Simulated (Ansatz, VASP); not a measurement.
**Al in VASP and in Ansatz**

```xyz
3
Lattice="2.8572 0.0000 0.0000 -1.4286 2.4744 0.0000 0.0000 0.0000 18.6657" Properties=species:S:1:pos:R:3 pbc="T T T"
Al    1.4286    0.8248    7.0000
Al    0.0000    1.6496    9.3329
Al    0.0000    0.0000   11.6657
```

Alike in both runs: task relaxation of the atoms; functional PBE; k mesh 12 × 12 × 1; occupations gaussian, width 0.1 eV; no spin polarisation.

|  | VASP | Ansatz |
| --- | --- | --- |
| version | VASP 6.6.1 | Ansatz 0.2.0 |
| potentials or method | VASP PAW PBE potentials, release 64 (Al) | scalar-relativistic, plane waves, PAW |
| plane-wave cutoff (eV) | 520 | 420 |
| valence electrons in the cell | 9 | 9 |

```tsv
	VASP	Ansatz	Ansatz less VASP
gap on the k mesh at the Fermi level, each at its own relaxed structure (eV)	none	none	-
energy change over the relaxation (meV/atom)	-1	-1	0.0
```

A gap of «none» marks a metal or a gap that the smearing closes.
